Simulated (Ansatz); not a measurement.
HfS2 in the CdI2-type structure, relaxed with r2SCAN+rVV10. The symmetry is P-3m1 (No. 164, trigonal); a = 3.630 Å, c = 5.878 Å in the conventional setting, 22.36 Å³ an atom. Hf has 6 S at 2.54 Å; S has 3 Hf at 2.54 Å.

The questions ask for values computed with Ansatz 0.2.0 on this geometry. No spin polarisation and no zero-point or thermal motion.

Given (12×12×4 mesh): The r2SCAN gap is indirect, 1.34 eV (k = (-0.083, 0.003, 0.003) to L), below the direct gap of 2.24 eV at k = (0, 1/4, 1/4).

(1) What does LDA give for the gap (12×12×4 mesh)?

(2) What does PBE give for the gap (12×12×4 mesh)?

(3) What does r2SCANh give for the gap (6×6×4 mesh)?

(4) What does DDH-PBE0 give for the gap (6×6×4 mesh)?

(5) What does G0W0@PBE with 497 empty bands, a screening cutoff of 220 eV and a 6×6×2 mesh give?

(6) Roughly how does the cost of the PBE0 run (6×6×4) compare with r2SCAN's (12×12×4)?

(7) What are ε∞ and the Born charges with r2SCAN?

(8) How do these values compare with experiment?

## Answers

(1) The LDA gap is indirect, 0.87 eV (k = (-0.083, 0.003, 0.003) to L), below the direct gap of 1.73 eV at k = (0, 1/4, 1/4). The gap differs by -0.47 eV from r2SCAN's.

(2) PBE gives an indirect gap of 1.03 eV, from Γ–M (0.17 of the way from Γ) to L; the least direct gap is 1.89 eV at k = (0, 1/4, 1/4). The gap differs by -0.31 eV from r2SCAN's.

(3) r2SCANh gives an indirect gap of 1.90 eV, from k = (-0.083, 0.003, 0.003) to L; the least direct gap is 2.84 eV at k = (0, 1/4, 1/4). The gap differs by +0.56 eV from r2SCAN's.

(4) DDH-PBE0 gives an indirect gap of 1.72 eV, from k = (-0.083, 0.003, 0.003) to L; the least direct gap is 2.64 eV at k = (0, 1/4, 1/4). The share of exact exchange is 0.118. The gap differs by +0.38 eV from r2SCAN's.

(5) 1.95 eV (PBE's gap over the path plus the quasiparticle shift read on the mesh). Over the mesh points the PBE gap of 1.03 eV becomes a quasiparticle gap of 1.96 eV (Γ to L), a change of +0.93 eV. Renormalisation factors Z lie between 0.70 and 0.76. The G0W0 figures hold for the stated bands, cutoff and mesh and aren't extrapolated.

(6) About 15 times as much (2.3 core-minutes against 9 core-seconds, on 4 threads of Intel(R) Xeon(R) Platinum 8488C (Sapphire Rapids), with other jobs on the host).

(7) ε∞: 8.82 along x and y, 4.81 along z. Born charges, averaged over directions: Hf +4.97, S -2.49 e.

(8)
Calculation and measurement side by side:
- Also reported, of a kind that the calculated least gap can't be set against (optical): 1.96 eV. Source: 1.96 eV (optical gap; optical absorption; literature value in a passing remark in the theory methods; optical absorption gap, lower end of reported range 1.96-2.85 eV; quoted in “Chemical bonding and Born charge in 1T-HfS2”, 2021, arxiv:2104.00478).
- Gap, measured 1.96 eV (indirect): r2SCAN 1.34 (-0.62), LDA 0.87 (-1.09), PBE 1.03 (-0.93), r2SCANh 1.90 (-0.06), DDH-PBE0 1.72 (-0.24), PBE0 2.54 (+0.58) eV. Source: 1.96 eV (fundamental indirect gap, quoted from earlier experiment; Literature value; other experiments cited in the same table give 1.80 and 1.87 eV; quoted in “Stress-Tuned Optical Transitions in Layered 1T-MX2 (M= Hf, Zr, Sn; X= S, Se) Crystals”, 2022, arxiv:2210.12074).
Measured gaps include zero-point and thermal shifts, optical ones also the exciton binding, and spin-orbit coupling, which these levels lack. Reports marked as nanostructured, strained, doped, implanted or mixed samples, and transport gaps, were set aside.

No spin-orbit coupling is included; it can move band edges with weight on the heavy atoms by tenths of an eV.

Where an edge lies off the special points, it is a point of the mesh or the k point where a search put PBE's edge or least direct gap, reused for the other functionals, whose own edges may lie a little apart.

Coordinates of k points refer to the reciprocal vectors of the primitive cell of the runs.

The meshes of the hybrids are coarse, so their gaps aren't converged to the digits shown.

Set aside, since their points miss a band edge that the other levels read or their mesh is too coarse: HSE06+SOC, LC-ωPBE.
